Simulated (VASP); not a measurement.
# Mo (Im-3m) in VASP: notebook, part 2 of 2

VASP 6.6.1.

### 3 Relaxation of cell and atoms, PBE

This run uses another cell than the first one, of 15.81 Å³/atom, 1.015 times its volume.

Input file INCAR:

```
SYSTEM = Mo
PREC = Accurate
ENCUT = 520
EDIFF = 1E-7
ISMEAR = 0
SIGMA = 0.1
LREAL = .FALSE.
LASPH = .TRUE.
NELM = 60
ALGO = Normal
ISIF = 3
LWAVE = .FALSE.
LCHARG = .FALSE.
GGA = PE
IBRION = 2
NSW = 80
EDIFFG = -0.002
```

Input file KPOINTS:

```
Automatic mesh
0
G
  18 18 18
  0 0 0
```

Input file POSCAR:

```
Mo                                      
1.0
   -1.5812146033      1.5812146033      1.5812146033
    1.5812146033     -1.5812146033      1.5812146033
    1.5812146033      1.5812146033     -1.5812146033
  Mo            
     1
Direct
     0.0000000000000000    0.0000000000000000    0.0000000000000000
```

Potentials or basis: VASP PAW PBE potentials, release 64 (Mo_sv).

Run with:

```bash
cat potpaw_PBE.64/Mo_sv/POTCAR > POTCAR
mpirun -np 1 vasp_std > vasp.out
```

OUTCAR:

```text
SYSTEM = Mo
   PREC = Accurate
   ENCUT = 520
   EDIFF = 1E-7
   ISMEAR = 0
   LREAL = .FALSE.
   LASPH = .TRUE.
   NELM = 60
   ISIF = 3
   GGA = PE
   IBRION = 2
   NSW = 80
   EDIFFG = -0.002

 ion  position               nearest neighbor table
   1  0.000  0.000  0.000-

  LATTYP: Found a body centered cubic cell.
 ALAT       =     3.1624292066

  Lattice vectors:

 A1 = (  -1.5812146033,   1.5812146033,   1.5812146033)
 A2 = (   1.5812146033,  -1.5812146033,   1.5812146033)
 A3 = (   1.5812146033,   1.5812146033,  -1.5812146033)

Analysis of symmetry for initial positions (statically):
=====================================================================
 Subroutine PRICEL returns:
 Original cell was already a primitive cell.

 Routine SETGRP: Setting up the symmetry group for a
 body centered cubic supercell.

 Subroutine GETGRP returns: Found 48 space group operations
 (whereof 48 operations were pure point group operations)
 out of a pool of 48 trial point group operations.

The static configuration has the point symmetry O_h .

Analysis of symmetry for dynamics (positions and initial velocities):
=====================================================================
 Subroutine PRICEL returns:
 Original cell was already a primitive cell.

 Routine SETGRP: Setting up the symmetry group for a
 body centered cubic supercell.

 Subroutine GETGRP returns: Found 48 space group operations
 (whereof 48 operations were pure point group operations)
 out of a pool of 48 trial point group operations.

The dynamic configuration has the point symmetry O_h .

 Subroutine INISYM returns: Found 48 space group operations
 (whereof 48 operations are pure point group operations),
 and found     1 'primitive' translations

----------------------------------------------------------------------------------------

                                     Primitive cell

  volume of cell :      15.8137

  direct lattice vectors                    reciprocal lattice vectors
    -1.581214603  1.581214603  1.581214603     0.000000000  0.316212612  0.316212612
     1.581214603 -1.581214603  1.581214603     0.316212612  0.000000000  0.316212612
     1.581214603  1.581214603 -1.581214603     0.316212612  0.316212612  0.000000000

  length of vectors
     2.738744031  2.738744031  2.738744031     0.447192165  0.447192165  0.447192165

  position of ions in fractional coordinates (direct lattice)
     0.000000000  0.000000000  0.000000000

  ion indices of the primitive-cell ions
   primitive index   ion index
                 1           1

----------------------------------------------------------------------------------------

 KPOINTS: Automatic mesh

Automatic generation of k-mesh.
 Grid dimensions read from file:
 generate k-points for:   18   18   18

 Generating k-lattice:

  Cartesian coordinates                     Fractional coordinates (reciprocal lattice)
     0.000000000  0.017567367  0.017567367     0.055555556  0.000000000  0.000000000
     0.017567367  0.000000000  0.017567367     0.000000000  0.055555556  0.000000000
     0.017567367  0.017567367  0.000000000     0.000000000  0.000000000  0.055555556

  Length of vectors
     0.024844009  0.024844009  0.024844009

  Shift w.r.t. Gamma in fractional coordinates (k-lattice)
     0.000000000  0.000000000  0.000000000

 Subroutine IBZKPT returns following result:
 ===========================================

 Found    195 irreducible k-points:

 Following reciprocal coordinates:
            Coordinates               Weight
  0.000000  0.000000  0.000000      1.000000
  0.055556  0.000000  0.000000     12.000000
  0.111111  0.000000  0.000000     12.000000
  0.166667  0.000000  0.000000     12.000000
  0.222222  0.000000  0.000000     12.000000
  0.277778  0.000000  0.000000     12.000000
[... 16 lines left out ...]
  0.333333  0.111111 -0.000000     48.000000
  0.388889  0.111111  0.000000     48.000000
 [... further k-points ...]
   k-points           NKPTS =    195   k-points in BZ     NKDIM =    195   number of bands    NBANDS=     11
   number of dos      NEDOS =    301   number of ions     NIONS =      1
   total plane-waves  NPLWV =   8000
   dimension x,y,z NGX =    20 NGY =   20 NGZ =   20
   dimension x,y,z NGXF=    40 NGYF=   40 NGZF=   40
   ions per type =               1
   NGX,Y,Z   is equivalent  to a cutoff of  12.14, 12.14, 12.14 a.u.
   NGXF,Y,Z  is equivalent  to a cutoff of  24.28, 24.28, 24.28 a.u.
 SYSTEM =  Mo
   PREC   = accura    normal or accurate (medium, high low for compatibility)
   ISTART =      0    job   : 0-new  1-cont  2-samecut
   ICHARG =      2    charge: 1-file 2-atom 10-const
   ISPIN  =      1    spin polarized calculation?
   LNONCOLLINEAR =      F non collinear calculations
   LSORBIT =      F    spin-orbit coupling
   LASPH  =      T    aspherical Exc in radial PAW
   ENCUT  =  520.0 eV  38.22 Ry    6.18 a.u.   5.09  5.09  5.09*2*pi/ulx,y,z
   NELM   =     60;   NELMIN=  2; NELMDL= -5     # of ELM steps
   EDIFF  = 0.1E-06   stopping-criterion for ELM
   LREAL  =      F    real-space projection
   EDIFFG = -.2E-02   stopping-criterion for IOM
   NSW    =     80    number of steps for IOM
   IBRION =      2    ionic relax: 0-MD 1-quasi-New 2-CG
   NFREE  =      1    steps in history (QN), initial steepest desc. (CG)
   ISIF   =      3    stress and relaxation
   ISYM   =      2    0-nonsym 1-usesym 2-fastsym
   POTIM  = 0.5000    time-step for ionic-motion
   TEBEG  =    0.0;   TEEND  =   0.0 temperature during run
   PSTRESS=    0.0 pullay stress
   NELECT =      14.0000    total number of electrons
   NUPDOWN=      -1.0000    fix difference up-down
   EMIN   =  10.00;   EMAX   =-10.00  energy-range for DOS
   EFERMI =   0.00;   METHOD = LEGACY
   ISMEAR =     0;   SIGMA  =   0.10  broadening in eV -4-tet -1-fermi 0-gaus
   EFERMI_NEDOS =   21; number of points for ismear=-14 and -15
   IALGO  =     38    algorithm
   IMIX   =      4    mixing-type and parameters
     AMIX     =   0.40;   BMIX     =  1.00
     AMIX_MAG =   1.60;   BMIX_MAG =  1.00
  volume/ion in A,a.u.               =      15.81       106.72
  Fermi-wavevector in a.u.,A,eV,Ry     =   1.571955  2.970564 33.620562  2.471042
  Thomas-Fermi vector in A             =   2.673461
   LORBIT       =      0    0 simple, 1 ext, 2 COOP (PROOUT), +10 PAW based schemes
   GGA     = PE    functional components
   LHFCALC =     F    Hartree Fock is set to
   AEXX    =    0.0000 exact exchange contribution
   IVDW    =     0    specifies the selected vdW correction
   LEPSILON=     F    determine dielectric tensor
   LRPA    =     F    only Hartree local field effects (RPA)
 conjugate gradient relaxation of ions
 non-spin polarized calculation
 Gauss-broadening in eV      SIGMA  =   0.10
  energy-cutoff  :      520.00
  volume of cell :       15.81
 maximum number of plane-waves:       438
   NGX = 11   NGY = 11   NGZ = 11

 number of electron      14.0000004 magnetization

 Free energy of the ion-electron system (eV)
  ---------------------------------------------------
  ext. energy  EPLUGINS =         0.00000000
  ---------------------------------------------------
  free energy    TOTEN  =       -10.93501265 eV

  energy without entropy =      -10.93233704  energy(sigma->0) =      -10.93367485

 E-fermi :  12.4250     XC(G=0): -13.3253

 val. band max:       12.4033978765   @ k =   0.3889   0.1111   0.0000
 cond. band min:      12.4293344854   @ k =  -0.3889   0.4444   0.2778
 fundamental gap:      0.0259366089
 Fermi energy:        12.4250263671

 k-point     1 :       0.0000    0.0000    0.0000
  band No.  band energies     occupation
      1     -48.8718      2.00000
      2     -22.1643      2.00000
      3     -22.1643      2.00000
      4     -22.1643      2.00000
      5       5.2107      2.00000
      6      11.0659      2.00000
      7      11.0659      2.00000
      8      11.0659      2.00000
      9      14.0490      0.00000
     10      14.0490      0.00000
     11      27.2222      0.00000
[... 309 lines left out ...]
 k-point    24 :       0.3889    0.1111    0.0000
  band No.  band energies     occupation
      1     -48.6192      2.00000
      2     -23.4300      2.00000
      3     -22.6326      2.00000
      4     -22.2335      2.00000
      5       7.5601      2.00000
      6       9.2150      2.00000
      7      12.4034      1.24030
      8      13.9487      0.00000
      9      15.0636      0.00000
     10      17.7131      0.00000
     11      23.9661      0.00000

 [... further k-points ...]

------------------------ aborting loop because EDIFF is reached ----------------------------------------

  FORCE on cell =-STRESS in cart. coord.  units (eV):
  Direction    XX          YY          ZZ          XY          YZ          ZX
  --------------------------------------------------------------------------------------
  -------------------------------------------------------------------------------------
  Total        0.0016995      0.0016995      0.0016995      0.0000000      0.0000000      0.0000000
  in kB        0.1721893      0.1721893      0.1721893      0.0000000      0.0000000      0.0000000
  external PRESSURE =       0.1721893 kB  Pullay stress =       0.0000000 kB

 VOLUME and BASIS-vectors are now :
 -----------------------------------------------------------------------------
  energy-cutoff  :      520.00
  volume of cell :       15.81
      direct lattice vectors                 reciprocal lattice vectors
    -1.581214603  1.581214603  1.581214603     0.000000000  0.316212612  0.316212612
     1.581214603 -1.581214603  1.581214603     0.316212612  0.000000000  0.316212612
     1.581214603  1.581214603 -1.581214603     0.316212612  0.316212612  0.000000000

 POSITION                                       TOTAL-FORCE (eV/Angst)
 -----------------------------------------------------------------------------------
      0.00000      0.00000      0.00000        -0.000000      0.000000     -0.000000
 -----------------------------------------------------------------------------------
    total drift:                                0.000000     -0.000000      0.000000

  FREE ENERGIE OF THE ION-ELECTRON SYSTEM (eV)
  ---------------------------------------------------
  free  energy   TOTEN  =       -10.9350126491 eV

  energy  without entropy=      -10.9323370414  energy(sigma->0) =      -10.93367485

 reached required accuracy - stopping structural energy minimisation
```

OSZICAR:

```text
N       E                     dE             d eps       ncg     rms          rms(c)
DAV:   1     0.902351643768E+02    0.90235E+02   -0.83147E+03  4322   0.130E+03
DAV:   2    -0.102410230181E+02   -0.10048E+03   -0.97117E+02  4695   0.341E+02
DAV:   3    -0.115982562457E+02   -0.13572E+01   -0.13463E+01  4966   0.395E+01
DAV:   4    -0.116018626144E+02   -0.36064E-02   -0.36058E-02  4695   0.240E+00
DAV:   5    -0.116018822939E+02   -0.19679E-04   -0.19678E-04  5016   0.172E-01    0.143E+01
DAV:   6    -0.110168903972E+02    0.58499E+00   -0.10536E+00  4620   0.124E+01    0.381E+00
DAV:   7    -0.109386605997E+02    0.78230E-01   -0.21014E-01  5024   0.516E+00    0.959E-01
DAV:   8    -0.109349320745E+02    0.37285E-02   -0.41829E-03  4485   0.922E-01    0.189E-01
DAV:   9    -0.109350020117E+02   -0.69937E-04   -0.10506E-04  5076   0.143E-01    0.767E-02
DAV:  10    -0.109350125911E+02   -0.10579E-04   -0.11667E-05  4596   0.448E-02    0.798E-03
DAV:  11    -0.109350126491E+02   -0.57955E-07   -0.30744E-07  5157   0.596E-03
   1 F= -.10935013E+02 E0= -.10933675E+02  d E =-.109350E+02
```

Run time: 17 s. Hardware: 1 thread of Intel Xeon Platinum 8259CL at 2.50GHz (Skylake/Cascade Lake), shared host; peak memory 0.15 GiB.

Results:

* Free energy: -10.9350 eV
* Pressure after relaxing: 0.0 GPa
* Band gap on the k mesh: none (metal or under the smearing width)

Final structure:
```
CELL_PARAMETERS angstrom
-1.58121 1.58121 1.58121
1.58121 -1.58121 1.58121
1.58121 1.58121 -1.58121
ATOMIC_POSITIONS crystal
Mo 0.00000 0.00000 0.00000
```

Caveat: the relaxation stopped at its first step, so nothing moved.
